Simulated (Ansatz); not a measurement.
# BeSe4: balancing the decomposition

The calculation used DFT PBE, scalar-relativistic, plane waves, PAW in Ansatz 0.2.0. Settings: cutoff 420 eV, Γ-centred meshes spaced at most about 0.3 Å⁻¹, and about 0.25 Å⁻¹ or finer for metals (2π included), Gaussian smearing. No spin polarisation.

The zero of energy is the elements' standard structures at the same level; no fitted shifts are applied.

All energies are static (0 K, no zero-point motion). The reference form of Se is held partly by dispersion forces, which this level lacks.

A trial structure of BeSe4 (reached from: ScAg4 type (I4/m); relaxed: space group I4/m (No. 87), a = 7.430 Å, c = 4.401 Å) has a formation energy of 0.128 eV/atom. It holds Se–Se chains (shortest 2.53 Å). At its composition the lowest mixture among the elements and 1 reference phase computed alike (others may be missing) consists of these:

```
       phase   source  ΔE_f (eV/atom)
  Se (solid)  element           0.000
BeSe (F-43m)      COD          -0.797
```

Question: Write the balanced decomposition and find its energy per atom, per formula unit and per mole of formula units.

Answer: Balancing Be and Se gives BeSe4 → 3 Se + BeSe. The left side holds 5 atoms, and the products take 3/5 (Se) and 2/5 (BeSe) of them. The mixture therefore lies at 3/5 × (0.000) + 2/5 × (-0.797) = -0.319 eV/atom. The reaction energy is -0.319 − (0.128) = -0.447 eV/atom. Times 5 atoms that is -2.235 eV per BeSe4, and times 96.485 it is -216 kJ per mole of BeSe4. Decomposition is downhill, so the trial structure is unstable against this mixture.
